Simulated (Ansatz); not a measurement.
ZnTe (zinc blende)

```xyz
2
Lattice="0.0000 3.0567 3.0567 3.0567 0.0000 3.0567 3.0567 3.0567 0.0000" Properties=species:S:1:pos:R:3 pbc="T T T"
Te     4.5851     4.5851     4.5851
Zn     0.0000     0.0000     0.0000
```

In each cell atom 1 (Te, nearest neighbour Zn at 2.647 Å; its periodic images, 4.3 Å or more away, move with it) moves by s·(0.707, 0.707, 0.000) (along Cartesian [110]), the rest being held.

The numbers are results of r2SCAN (plane waves to 500 eV, PAW, scalar-relativistic; Ansatz, an electronic-structure program), not measurements. k mesh 8×8×8 (Γ-centred), Fermi-Dirac smearing 0.05 eV. Energies are smeared free energies. Spin-orbit coupling is left out, though Te is heavy. ZnTe was relaxed with its symmetry unable to fall. The zero of ΔE is the undisplaced structure.

```tsv
s (Å)	ΔE (meV/cell)
-0.790	2070
-0.632	1207
-0.474	withheld
-0.316	260
-0.158	62
0.000	0
0.158	62
0.316	260
0.474	withheld
0.632	1207
0.790	2070
```

Task: Fit an even polynomial form (powers 2, 4) to the given rows and predict ΔE at s = -0.474.

Result: Least squares on the 9 given rows: ΔE = (2488)·s² + (1329)·s⁴, in meV/cell with s in Å; root-mean-square residual 1.1 meV/cell. At -0.474 the fit gives 626 meV/cell; the calculation gives 625 meV/cell, so the interpolation is off by 1 (+0.2 %). The quadratic term alone would give 559 meV/cell.

(For displaced atoms, the force is minus the slope of the energy, and its curvature is a force constant, which sets phonon frequencies.)
